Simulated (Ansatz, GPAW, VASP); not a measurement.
Au: programs and potentials compared

```
Au
1.0
     0.00000    2.03500    2.03500
     2.03500    0.00000    2.03500
     2.03500    2.03500    0.00000
Au
1
Cartesian
  0.0000 0.0000 0.0000
```

Alike in all runs: task band structure; functional revPBE; k mesh 11 × 11 × 11; occupations fermi-dirac, width 0.05 eV; no spin polarisation; no spin-orbit coupling. Pressure is positive in compression and, in plane waves, holds the error of the finite cutoff, which Ansatz's Pulay term estimates and takes out.

| program and potentials | plane-wave cutoff (eV) | notes | pressure (GPa) |
| --- | --- | --- | --- |
| Ansatz, Ansatz PAW | 420 | potentials made for PBE, which Ansatz adapts in part; 19 valence electrons an atom on average; Pulay term of +0.06 GPa included | 13.74 |
| GPAW, the program's PAW data sets (release 1.2.1) made for this functional | 600 | 11 valence electrons an atom on average | 16.07 |
| Ansatz, all-electron LAPW, scalar-relativistic | - | - | 13.70 |
| VASP, PBE PAW files Au, 520 eV | 520 | potentials made for PBE; 11 valence electrons an atom on average | 13.48 |

The pressure spans 13.48 (VASP, PBE PAW files Au, 520 eV) to 16.07 GPa (GPAW, the program's PAW data sets (release 1.2.1) made for this functional), with all-electron results at 13.70. Some sets were made for another functional than the one run, which can shift their rows. The cell lies far from this level's equilibrium.

The functional is the same throughout but for its coding, so the spread measures potentials, basis and numerics; runs on potential files found faulty are left out.

All four runs put the cell under compression, although its lattice constant is close to that of real gold at ambient conditions. The pressure therefore reflects the functional's underbinding: revPBE exchange rewards strong density gradients more than PBE does, which weakens the cohesion from the 6s electrons and the polarisable, overlapping 5d shells and favours a larger volume.

Ansatz PAW and VASP lie close to the all-electron value, while GPAW stands clearly above it, even though its data sets were made for revPBE. Matching the potential to the functional thus doesn't secure agreement here. Nor does the size of the valence space explain the outlier, since VASP treats equally many electrons and comes out slightly below LAPW. An incomplete plane-wave basis normally lowers the computed pressure, so the cutoff is an unlikely cause as well; the construction of the GPAW data set, such as its frozen core or projectors, is a more probable one. A single volume can't show whether this offset reflects a shifted equilibrium volume or a different stiffness.
